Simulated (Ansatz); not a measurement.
# KCl: a single-point run

The task is a single-point run on KCl. The structure is shown as the input types it. The cell is built on a prototype (zincblende) and needn't be the phase found in nature.

Computed with Ansatz 0.2.0 (density functional or hybrid calculation with the settings of its input, plane waves (as first typed), unless a step's input says otherwise).

4 further runs of the same task are left out: 1 for a known fault of the program, 3 that didn't finish.

## (1) Starting point

The structure is cubic, space group F-43m (No. 216). Conventional cell: a = 7.015 Å, b = 7.015 Å, c = 7.015 Å, α = 90.00°, β = 90.00°, γ = 90.00°. K (site symmetry -43m) has 4 Cl at 3.04 Å as nearest neighbours. Cl (site symmetry -43m) has 4 K at 3.04 Å as nearest neighbours.

Coordinates:

```cif
data_structure
_symmetry_space_group_name_H-M 'F-43m'
_symmetry_Int_Tables_number 216
_cell_length_a 7.0146
_cell_length_b 7.0146
_cell_length_c 7.0146
_cell_angle_alpha 90.000
_cell_angle_beta 90.000
_cell_angle_gamma 90.000
_cell_volume 345.15
loop_
_atom_site_label
_atom_site_type_symbol
_atom_site_symmetry_multiplicity
_atom_site_Wyckoff_symbol
_atom_site_fract_x
_atom_site_fract_y
_atom_site_fract_z
_atom_site_occupancy
K1 K 4 a 0.00000 0.00000 0.00000 1
Cl1 Cl 4 d 0.25000 0.25000 0.75000 1
```

## (2) Input and run

input.yaml

```yaml
crystal:
  lattice:
    - [0.0, 3.5072828324, 3.5072828324]
    - [3.5072828324, 0.0, 3.5072828324]
    - [3.5072828324, 3.5072828324, 0.0]
  atoms:
    - { symbol: K, position: [0.0, 0.0, 0.0] }
    - { symbol: Cl, position: [0.25, 0.25, 0.25] }
kpoints:
  mp_grid: { grid: [4, 4, 4] }
hamiltonian:
  xc: r2scan
scf:
  occupations: { method: fixed }
  n_extra_bands: 4
  max_iter: 93
output:
  forces: true
  stress: true
  eigenvalues: true
basis:
  ecutrho_ratio: 1
```

Run with:

```
> ansatz run input.yaml --threads 4 --pin off --max-ram 3686MiB --backend cpu --events-out ev --progress --plain --runs-dir out
```

What happens when this is run?

The program finished normally, with warnings (cutoff below recommended). Its log warns: «basis.ecutrho_ratio = 1 (ecutrho = 500 eV) is below the records' recommended 2000 eV»

In the input, basis.ecutrho_ratio is 1. The density cutoff must be at least four times the energy cutoff of the waves.

To check: delete basis.ecutrho_ratio (the default then holds).
